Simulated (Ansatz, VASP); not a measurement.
## Al10Ga8N8O15 (amorphous Al2O3 against GaN(10-10), +0 O) in two plane-wave programs

Aim: how closely do two programs agree when they are given the same cell, functional and k mesh? The structure shown is the start of the Ansatz relaxation below; VASP solves that cell, so the two are compared at the walk's first step.

Program: Ansatz 0.2.0. Level of theory: plane waves, with VASP 6.6.1 beside it; single point at PBE. Results are calculated unless marked as measured.

## Step 1: Set-up

The cell holds 123 atoms: 24 Ga, 24 N, 30 Al and 45 O. Its edges and angles: a = 10.460 Å, b = 9.630 Å, c = 13.827 Å, α = 90.0°, β = 90.0°, γ = 90.0°. It derives from GaN (4 planes of wurtzite GaN(10-10)). A slab of 4 planes of wurtzite GaN(10-10) (starting lattice constant a = 3.21 A, c = 5.23 A), 10.46 x 9.63 A in plane. 75 atoms (30 Al, 45 O) packed at random between the slab and its periodic image at 3.05 g/cm^3 (a layer of 8.3 A) and pushed apart as soft spheres. Langevin MD at fixed cell with the MACE-MP-0b2 small potential (Batatia et al., arXiv:2401.00096), steps of 1.5 fs: 0.63 ps at 3000 K with the crystal held, 3000 to 1000 K in 1.8 ps with the crystal held, 1000 to 300 K in 0.9 ps with its inner planes held; soft walls kept the melt out of the crystal while it was held. Then all atoms and the cell's height relaxed. The structure's axis is c.

## Step 2: Ansatz: relaxation, PBE

Ansatz runs on its default PAW (the set named soft_2) files.

The two programs are compared at the cell with which this relaxation starts, whose forces are those of its first step.

Contents of input.yaml:

```yaml
crystal:
  lattice:
    - [10.46, 0.0, 0.0]
    - [0.0, 9.63, 0.0]
    - [0.0, 0.0, 13.82735]
  atoms:
    - { symbol: Ga, position: [0.99103, 0.986, 0.32543] }
    - { symbol: "N", position: [0.04734, 0.00732, 0.05873] }
    - { symbol: Ga, position: [0.23647, 0.00211, 0.0679] }
    - { symbol: "N", position: [0.30597, 0.99258, 0.3309] }
    - { symbol: Ga, position: [0.98273, 0.16145, 0.13507] }
    - { symbol: "N", position: [0.04965, 0.15701, 0.26755] }
    - { symbol: Ga, position: [0.23766, 0.15275, 0.27114] }
    - { symbol: "N", position: [0.29986, 0.16246, 0.13668] }
    - { symbol: Ga, position: [0.99367, 0.32329, 0.33303] }
    - { symbol: "N", position: [0.04423, 0.32957, 0.07009] }
    - { symbol: Ga, position: [0.23007, 0.32704, 0.076] }
    - { symbol: "N", position: [0.29402, 0.32138, 0.33397] }
    - { symbol: Ga, position: [0.9897, 0.49906, 0.1359] }
    - { symbol: "N", position: [0.04947, 0.49596, 0.27201] }
    - { symbol: Ga, position: [0.23623, 0.49639, 0.27585] }
    - { symbol: "N", position: [0.29739, 0.49418, 0.13537] }
    - { symbol: Ga, position: [0.98655, 0.6659, 0.333] }
    - { symbol: "N", position: [0.05229, 0.66007, 0.05898] }
    - { symbol: Ga, position: [0.23753, 0.66075, 0.0703] }
    - { symbol: "N", position: [0.29853, 0.66136, 0.32971] }
    - { symbol: Ga, position: [0.99155, 0.83037, 0.12188] }
    - { symbol: "N", position: [0.04868, 0.82737, 0.25513] }
    - { symbol: Ga, position: [0.23943, 0.82784, 0.27251] }
    - { symbol: "N", position: [0.29858, 0.8312, 0.12903] }
    - { symbol: Ga, position: [0.4842, 0.99574, 0.34284] }
    - { symbol: "N", position: [0.55518, 0.99339, 0.06863] }
    - { symbol: Ga, position: [0.74054, 0.99043, 0.07522] }
    - { symbol: "N", position: [0.80651, 0.99372, 0.34319] }
    - { symbol: Ga, position: [0.48919, 0.15844, 0.13843] }
    - { symbol: "N", position: [0.5509, 0.15839, 0.27179] }
    - { symbol: Ga, position: [0.73718, 0.1539, 0.27304] }
    - { symbol: "N", position: [0.79619, 0.15864, 0.1397] }
    - { symbol: Ga, position: [0.48244, 0.3264, 0.32783] }
    - { symbol: "N", position: [0.54523, 0.33305, 0.07952] }
    - { symbol: Ga, position: [0.73142, 0.33163, 0.07339] }
    - { symbol: "N", position: [0.80512, 0.31057, 0.34058] }
    - { symbol: Ga, position: [0.48531, 0.49924, 0.14499] }
    - { symbol: "N", position: [0.54893, 0.49579, 0.27776] }
    - { symbol: Ga, position: [0.73705, 0.4839, 0.28262] }
    - { symbol: "N", position: [0.80412, 0.48402, 0.15131] }
    - { symbol: Ga, position: [0.47523, 0.662, 0.34759] }
    - { symbol: "N", position: [0.55053, 0.66638, 0.0841] }
    - { symbol: Ga, position: [0.73636, 0.64851, 0.09108] }
    - { symbol: "N", position: [0.79813, 0.65232, 0.34445] }
    - { symbol: Ga, position: [0.48636, 0.83271, 0.1432] }
    - { symbol: "N", position: [0.55158, 0.82798, 0.28081] }
    - { symbol: Ga, position: [0.73953, 0.82239, 0.27929] }
    - { symbol: "N", position: [0.80225, 0.82366, 0.13962] }
    - { symbol: Al, position: [0.08564, 0.30559, 0.56744] }
    - { symbol: Al, position: [0.67006, 0.30278, 0.69117] }
    - { symbol: Al, position: [0.0691, 0.84509, 0.75685] }
    - { symbol: Al, position: [0.1422, 0.5404, 0.70373] }
    - { symbol: Al, position: [0.22473, 0.26782, 0.84075] }
    - { symbol: Al, position: [0.27865, 0.84987, 0.88388] }
    - { symbol: Al, position: [0.74477, 0.98974, 0.46939] }
    - { symbol: Al, position: [0.04103, 0.66485, 0.9151] }
    - { symbol: Al, position: [0.39635, 0.27058, 0.65696] }
    - { symbol: Al, position: [0.7819, 0.86091, 0.83929] }
    - { symbol: Al, position: [0.81171, 0.34143, 0.47274] }
    - { symbol: Al, position: [0.90047, 0.09793, 0.68465] }
    - { symbol: Al, position: [0.53427, 0.47243, 0.52836] }
    - { symbol: Al, position: [0.55863, 0.65169, 0.9479] }
    - { symbol: Al, position: [0.49774, 0.99309, 0.93599] }
    - { symbol: Al, position: [0.33161, 0.79031, 0.66021] }
    - { symbol: Al, position: [0.7249, 0.64464, 0.47144] }
    - { symbol: Al, position: [0.12042, 0.76076, 0.54558] }
    - { symbol: Al, position: [0.50677, 0.0381, 0.58443] }
    - { symbol: Al, position: [0.00439, 0.01866, 0.92218] }
    - { symbol: Al, position: [0.47711, 0.33034, 0.9555] }
    - { symbol: Al, position: [0.96947, 0.32604, 0.94568] }
    - { symbol: Al, position: [0.19422, 0.0603, 0.56966] }
    - { symbol: Al, position: [0.57156, 0.80235, 0.75278] }
    - { symbol: Al, position: [0.71854, 0.13833, 0.87674] }
    - { symbol: Al, position: [0.83658, 0.8151, 0.60709] }
    - { symbol: Al, position: [0.79547, 0.56601, 0.86598] }
    - { symbol: Al, position: [0.30168, 0.27117, 0.46679] }
    - { symbol: Al, position: [0.34925, 0.56971, 0.83562] }
    - { symbol: Al, position: [0.8606, 0.47818, 0.65392] }
    - { symbol: O, position: [0.35786, 0.12716, 0.56254] }
    - { symbol: O, position: [0.82251, 0.00187, 0.93991] }
    - { symbol: O, position: [0.5561, 0.18291, 0.9096] }
    - { symbol: O, position: [0.25465, 0.35955, 0.58112] }
    - { symbol: O, position: [0.15092, 0.1734, 0.473] }
    - { symbol: O, position: [0.65566, 0.69986, 0.8459] }
    - { symbol: O, position: [0.52196, 0.41562, 0.65108] }
    - { symbol: O, position: [0.53319, 0.64487, 0.47966] }
    - { symbol: O, position: [0.06797, 0.19807, 0.88335] }
    - { symbol: O, position: [0.77949, 0.18276, 0.75975] }
    - { symbol: O, position: [0.87915, 0.73161, 0.89336] }
    - { symbol: O, position: [0.24373, 0.66064, 0.92165] }
    - { symbol: O, position: [0.46541, 0.33417, 0.46509] }
    - { symbol: O, position: [0.96027, 0.49199, 0.89897] }
    - { symbol: O, position: [0.83146, 0.62375, 0.58251] }
    - { symbol: O, position: [0.3191, 0.01356, 0.94265] }
    - { symbol: O, position: [0.68914, 0.46267, 0.47581] }
    - { symbol: O, position: [0.58027, 0.0383, 0.46813] }
    - { symbol: O, position: [0.31985, 0.19427, 0.75507] }
    - { symbol: O, position: [0.48455, 0.8817, 0.64951] }
    - { symbol: O, position: [0.30619, 0.30877, 0.95177] }
    - { symbol: O, position: [0.47529, 0.49922, 0.90291] }
    - { symbol: O, position: [0.10042, 0.8647, 0.89985] }
    - { symbol: O, position: [0.00773, 0.82856, 0.63258] }
    - { symbol: O, position: [0.626, 0.96191, 0.84266] }
    - { symbol: O, position: [0.98173, 0.36638, 0.47037] }
    - { symbol: O, position: [0.94459, 0.97547, 0.78478] }
    - { symbol: O, position: [0.22063, 0.64777, 0.61731] }
    - { symbol: O, position: [0.0608, 0.1445, 0.64017] }
    - { symbol: O, position: [0.5573, 0.16906, 0.66234] }
    - { symbol: O, position: [0.02402, 0.43221, 0.65593] }
    - { symbol: O, position: [0.23717, 0.44847, 0.78844] }
    - { symbol: O, position: [0.06569, 0.66231, 0.7792] }
    - { symbol: O, position: [0.03559, 0.75586, 0.4417] }
    - { symbol: O, position: [0.4495, 0.80629, 0.91635] }
    - { symbol: O, position: [0.42225, 0.68025, 0.74645] }
    - { symbol: O, position: [0.76056, 0.46303, 0.75647] }
    - { symbol: O, position: [0.70915, 0.53729, 0.97556] }
    - { symbol: O, position: [0.80666, 0.26858, 0.95197] }
    - { symbol: O, position: [0.24105, 0.87628, 0.75471] }
    - { symbol: O, position: [0.83071, 0.02321, 0.57909] }
    - { symbol: O, position: [0.73434, 0.81879, 0.50215] }
    - { symbol: O, position: [0.74135, 0.82778, 0.71174] }
    - { symbol: O, position: [0.7996, 0.31442, 0.60114] }
    - { symbol: O, position: [0.24248, 0.88762, 0.55979] }
kpoints:
  mp_grid: { grid: [1, 1, 1] }
hamiltonian:
  xc: pbe
scf:
  occupations: { method: fermi_dirac, width: 0.025 }
output:
  forces: true
relax:
  f_tol: 0.08
  max_steps: 90
  cell: { fix: [a, b, alpha, beta, gamma] }
```

Started as:

```
$ ansatz run input.yaml --threads 4 --pin off --max-ram 8192MiB --backend cpu --events-out ev --progress --plain --runs-dir out
```

Numbers of over 12 decimals in the logs are rounded to 6 here.

What it wrote:

```text
Engine: ansatz 0.2.0, aarch64-unknown-linux-gnu
Pseudopotentials: kind: paw
Pseudopotential: Ga, paw, valence charge 13, recommended cutoff 420 eV (normal), Ga.paw.azcp
Pseudopotential: N, paw, valence charge 5, recommended cutoff 420 eV (normal), N.paw.azcp
Pseudopotential: Al, paw, valence charge 3, recommended cutoff 420 eV (normal), Al.paw.azcp
Pseudopotential: O, paw, valence charge 6, recommended cutoff 420 eV (normal), O.paw.azcp
Functional definition: PBE
  parameter kappa = 0.804
  parameter beta = 0.066725
  exchange = pbe_x(kappa = kappa, mu = beta*pi^2/3)
  correlation = pbe_c(beta = beta)
Crystal: 123 atoms, lattice volume = 1392.826 Å³
Basis set: ecut = 420 eV, 27205 PW (Γ), exchange–correlation on 144×144×192 points (8 copies of the dense FFT grid, shifted against one another)
Bands: 519, of which v1, the nominal top of the filled ones, is band 396 counted from 1 (395 counted from 0)
Symmetry: 1 space group operations
Space group: P1 (ITA 1), of the structure as read, at distance tolerance 1.1e-4 Å
k-points: 1
Non-local potential: Ga, projectors of the file, l = 0: 2, l = 1: 2, l = 2: 3, l = 3: 1
Non-local potential: N, projectors of the file, l = 0: 2, l = 1: 2, l = 2: 1
Non-local potential: Al, projectors of the file, l = 0: 2, l = 1: 2, l = 2: 1
Non-local potential: O, projectors of the file, l = 0: 2, l = 1: 2, l = 2: 1
PAW form: soft (Blöchl's): semilocal exchange-correlation on the pseudo side does not see the compensation charge
PAW one-centre angular grid: Ga, 590 points (default); XC on 64 Gauss nodes
PAW one-centre angular grid: N, 110 points (default); XC on 64 Gauss nodes
PAW one-centre angular grid: Al, 110 points (default); XC on 64 Gauss nodes
PAW one-centre angular grid: O, 110 points (default); XC on 64 Gauss nodes
Initial density: superposition of atomic densities (neutral atoms: chi_scale 0, normalization atom), corrected by the library's trained network
Initial wavefunctions: pseudopotential atomic-orbital guess
Functional: x = pbe(κ = 0.804, μ = 0.219515), c = pbe(β = 0.066725)
SCF iter   1: F=—  HF=-141778.145623 eV  |F-HF|=—  |Δ(HF+E_count)|=         —  Δρ=3.25e-3  dr2=1.67e-1  ethr=1.77e-3  ⟨swp⟩=6.0  Hψ=2247  notcnv=0  defer=29
preconditioner: auto → Resta (q_TF=auto, 2.483 Å⁻¹)  ε∞=4.0  [insulator: Δε(μ)=1.512 eV  Ē_g=16.045 eV  σ=0.025 eV  W_gap=1.00  n_scr=364 (ndim 8)  ℏωp=28.0 eV  f_vac=0.039  D(μ)=0.00/eV (n_scr^D=0)  ε∞_Penn≈4.0]
SCF iter   2: F=—  HF=-141778.133221 eV  |F-HF|=—  |Δ(HF+E_count)|=   1.24e-2  Δρ=1.76e-3  dr2=3.82e-2  ethr=2.10e-5  ⟨swp⟩=2.0  Hψ=996  notcnv=0  defer=118
SCF iter   3: F=—  HF=-141778.135922 eV  |F-HF|=—  |Δ(HF+E_count)|=   2.70e-3  Δρ=7.16e-4  dr2=1.09e-2  ethr=4.82e-6  ⟨swp⟩=2.0  Hψ=735  notcnv=0  defer=118
SCF iter   4: F=—  HF=-141778.136419 eV  |F-HF|=—  |Δ(HF+E_count)|=   4.97e-4  Δρ=2.24e-4  dr2=8.76e-4  ethr=1.37e-6  ⟨swp⟩=2.0  Hψ=762  notcnv=0  defer=118
SCF iter   5: F=—  HF=-141778.136792 eV  |F-HF|=—  |Δ(HF+E_count)|=   3.73e-4  Δρ=1.43e-4  dr2=2.86e-4  ethr=1.11e-7  ⟨swp⟩=2.0  Hψ=759  notcnv=0  defer=118
SCF iter   6: F=—  HF=-141778.136816 eV  |F-HF|=—  |Δ(HF+E_count)|=   2.34e-5  Δρ=3.55e-5  dr2=2.09e-5  ethr=3.61e-8  ⟨swp⟩=2.0  Hψ=760  notcnv=0  defer=118
SCF iter   7: F=—  HF=-141778.137730 eV  |F-HF|=—  |Δ(HF+E_count)|=   9.14e-4  Δρ=2.36e-5  dr2=7.69e-6  ethr=2.64e-9  ⟨swp⟩=2.0  Hψ=797  notcnv=0  defer=118
SCF iter   8: F=—  HF=-141778.137731 eV  |F-HF|=—  |Δ(HF+E_count)|=   1.52e-6  Δρ=7.04e-6  dr2=7.02e-7  ethr=9.71e-10  ⟨swp⟩=2.0  Hψ=780  notcnv=0  defer=118
SCF iter   9: F=—  HF=-141778.137732 eV  |F-HF|=—  |Δ(HF+E_count)|=   6.23e-7  Δρ=3.77e-6  dr2=1.98e-7  ethr=8.87e-11  ⟨swp⟩=2.0  Hψ=780  notcnv=0  defer=118
SCF iter  10: F=-141778.137732 eV  HF=-141778.137732 eV  |F-HF|=2.62e-10  |Δ(HF+E_count)|=   2.40e-8  Δρ=1.52e-6  dr2=3.33e-8  ethr=1.26e-11  ⟨swp⟩=4.0  Hψ=1497  notcnv=0
SCF 1 converged in 10 iterations: F = -141778.137732 eV  dr2 = 3.33e-8
  greatest PAW one-centre occupation: 0.996 electrons in one spin orbital (limit 2), on the Ga atom at site 34 (counted from 0), in its partial waves of l = 2
relax step   1: F+E_penalty+E_count = -141778.13773206 eV  Δ(F+E_penalty+E_count) = +0.000e0 eV  max|allowed force component| = 7.447e-1 eV/Å  Δτ_max = 0.0000 Å  P = +2.323 GPa  Ω = 1392.826 Å³  fix = [a, b, alpha, beta, gamma]  reactions: a +0.642, b +4.285 GPa; alpha -0.858, beta +0.092, gamma +0.557 GPa/rad  (10 SCF iters, dr2 threshold 1.00e-7 eV, accepted)
Crystal: 123 atoms, lattice volume = 1400.131 Å³
Basis set: ecut = 420 eV, 27369 PW (Γ), exchange–correlation on 144×144×192 points (8 copies of the dense FFT grid, shifted against one another)
Initial density: handed on by an earlier stage of this run
Initial wavefunctions: those handed on with the density
iter 1 solved again at ethr=3.60e-5 eV; its pass at ethr=3.10e-3 eV (dr2=2.85e-1 eV) is discarded
[...]
- { symbol: Ga, position: [0.986983, 0.666846, 0.333933] }
    - { symbol: N, position: [0.049258, 0.661047, 0.059471] }
    - { symbol: Ga, position: [0.234743, 0.661546, 0.074322] }
    - { symbol: N, position: [0.301168, 0.660956, 0.330204] }
    - { symbol: Ga, position: [0.992703, 0.830136, 0.122391] }
    - { symbol: N, position: [0.051040, 0.827932, 0.257175] }
    - { symbol: Ga, position: [0.242095, 0.827531, 0.275271] }
    - { symbol: N, position: [0.298373, 0.831272, 0.130646] }
    - { symbol: Ga, position: [0.484400, 0.996291, 0.340175] }
    - { symbol: N, position: [0.553853, 0.994368, 0.067253] }
    - { symbol: Ga, position: [0.739850, 0.990147, 0.075786] }
    - { symbol: N, position: [0.805615, 0.992445, 0.342222] }
    - { symbol: Ga, position: [0.489168, 0.158916, 0.138490] }
    - { symbol: N, position: [0.551982, 0.160299, 0.272180] }
    - { symbol: Ga, position: [0.737975, 0.156757, 0.272589] }
    - { symbol: N, position: [0.797842, 0.156924, 0.140034] }
    - { symbol: Ga, position: [0.479652, 0.328443, 0.326540] }
    - { symbol: N, position: [0.545922, 0.332617, 0.078172] }
    - { symbol: Ga, position: [0.732246, 0.329817, 0.073527] }
    - { symbol: N, position: [0.807105, 0.311337, 0.340490] }
    - { symbol: Ga, position: [0.484737, 0.500286, 0.143402] }
    - { symbol: N, position: [0.550869, 0.495275, 0.275290] }
    - { symbol: Ga, position: [0.738005, 0.482958, 0.280925] }
    - { symbol: N, position: [0.804501, 0.482055, 0.149819] }
    - { symbol: Ga, position: [0.478547, 0.662494, 0.342583] }
    - { symbol: N, position: [0.549643, 0.667508, 0.081949] }
    - { symbol: Ga, position: [0.734925, 0.645451, 0.090620] }
    - { symbol: N, position: [0.798280, 0.652322, 0.341724] }
    - { symbol: Ga, position: [0.485593, 0.832587, 0.141058] }
    - { symbol: N, position: [0.553714, 0.829703, 0.278020] }
    - { symbol: Ga, position: [0.739260, 0.819653, 0.275879] }
    - { symbol: N, position: [0.803545, 0.822169, 0.136366] }
    - { symbol: Al, position: [0.085256, 0.307235, 0.567687] }
    - { symbol: Al, position: [0.672053, 0.302085, 0.689886] }
    - { symbol: Al, position: [0.065277, 0.842501, 0.759685] }
    - { symbol: Al, position: [0.145308, 0.536881, 0.704344] }
    - { symbol: Al, position: [0.226426, 0.263195, 0.841830] }
    - { symbol: Al, position: [0.276181, 0.849528, 0.885331] }
    - { symbol: Al, position: [0.744774, 0.989067, 0.469374] }
    - { symbol: Al, position: [0.040941, 0.663388, 0.914993] }
    - { symbol: Al, position: [0.398351, 0.271622, 0.656456] }
    - { symbol: Al, position: [0.782410, 0.863110, 0.834822] }
    - { symbol: Al, position: [0.815776, 0.343107, 0.472904] }
    - { symbol: Al, position: [0.899731, 0.097787, 0.684394] }
    - { symbol: Al, position: [0.536035, 0.474238, 0.526233] }
    - { symbol: Al, position: [0.559941, 0.651313, 0.945584] }
    - { symbol: Al, position: [0.496445, 0.993797, 0.935414] }
    - { symbol: Al, position: [0.326544, 0.791603, 0.663722] }
    - { symbol: Al, position: [0.725826, 0.644764, 0.469318] }
    - { symbol: Al, position: [0.117670, 0.760764, 0.550142] }
    - { symbol: Al, position: [0.507023, 0.035963, 0.585512] }
    - { symbol: Al, position: [0.00287819, 0.017284, 0.924585] }
    - { symbol: Al, position: [0.476457, 0.330268, 0.955289] }
    - { symbol: Al, position: [0.970246, 0.325521, 0.946403] }
    - { symbol: Al, position: [0.195216, 0.065602, 0.575458] }
    - { symbol: Al, position: [0.566149, 0.801548, 0.755005] }
    - { symbol: Al, position: [0.719275, 0.138974, 0.876585] }
    - { symbol: Al, position: [0.834684, 0.811325, 0.608362] }
    - { symbol: Al, position: [0.796022, 0.565536, 0.863306] }
    - { symbol: Al, position: [0.301572, 0.275045, 0.468341] }
    - { symbol: Al, position: [0.345429, 0.569956, 0.837985] }
    - { symbol: Al, position: [0.861357, 0.477830, 0.654075] }
    - { symbol: O, position: [0.359826, 0.129105, 0.564399] }
    - { symbol: O, position: [0.822652, 0.00119958, 0.941724] }
    - { symbol: O, position: [0.554886, 0.184456, 0.906233] }
    - { symbol: O, position: [0.255663, 0.362334, 0.582553] }
    - { symbol: O, position: [0.152326, 0.175367, 0.477908] }
    - { symbol: O, position: [0.653815, 0.697070, 0.842112] }
    - { symbol: O, position: [0.524593, 0.415283, 0.647636] }
    - { symbol: O, position: [0.537301, 0.645765, 0.474633] }
    - { symbol: O, position: [0.068022, 0.195467, 0.884776] }
    - { symbol: O, position: [0.779562, 0.182705, 0.760219] }
    - { symbol: O, position: [0.879861, 0.730788, 0.884597] }
    - { symbol: O, position: [0.243207, 0.660996, 0.925443] }
    - { symbol: O, position: [0.466307, 0.335737, 0.463880] }
    - { symbol: O, position: [0.960644, 0.490743, 0.898744] }
    - { symbol: O, position: [0.827721, 0.621913, 0.583908] }
    - { symbol: O, position: [0.317301, 0.012152, 0.944242] }
    - { symbol: O, position: [0.692234, 0.461675, 0.476075] }
    - { symbol: O, position: [0.578099, 0.031517, 0.468600] }
    - { symbol: O, position: [0.320215, 0.194491, 0.753600] }
    - { symbol: O, position: [0.480239, 0.882191, 0.652791] }
    - { symbol: O, position: [0.306045, 0.306381, 0.951767] }
    - { symbol: O, position: [0.473898, 0.499428, 0.902835] }
    - { symbol: O, position: [0.096363, 0.863720, 0.899398] }
    - { symbol: O, position: [0.0034404, 0.825710, 0.636608] }
[...]
- { symbol: O, position: [0.711341, 0.542437, 0.973078] }
    - { symbol: O, position: [0.805848, 0.271128, 0.951288] }
    - { symbol: O, position: [0.237676, 0.877898, 0.758054] }
    - { symbol: O, position: [0.831711, 0.026898, 0.576971] }
    - { symbol: O, position: [0.741033, 0.817972, 0.501233] }
    - { symbol: O, position: [0.735589, 0.831503, 0.709483] }
    - { symbol: O, position: [0.801807, 0.314362, 0.600629] }
    - { symbol: O, position: [0.236127, 0.891508, 0.565609] }
```

The column dr2 measures how far the density is from self-consistency, as an energy; F and HF (Harris–Foulkes) agree once it is small.

(Continued in part 2 of 2.)

[Lines on the potential files, build, host, timing and source positions are cut from VASP's logs without a mark.]

[Logs are printed without paths, hosts, clocks, repeated set-up lines and the standing remarks that a program may print on its own settings, such as how far it seeks lower states.]

[Hosts, paths, dates, database ids (printed as entryN), source tags and the programs' standing remarks are cut or masked in the printed files.]
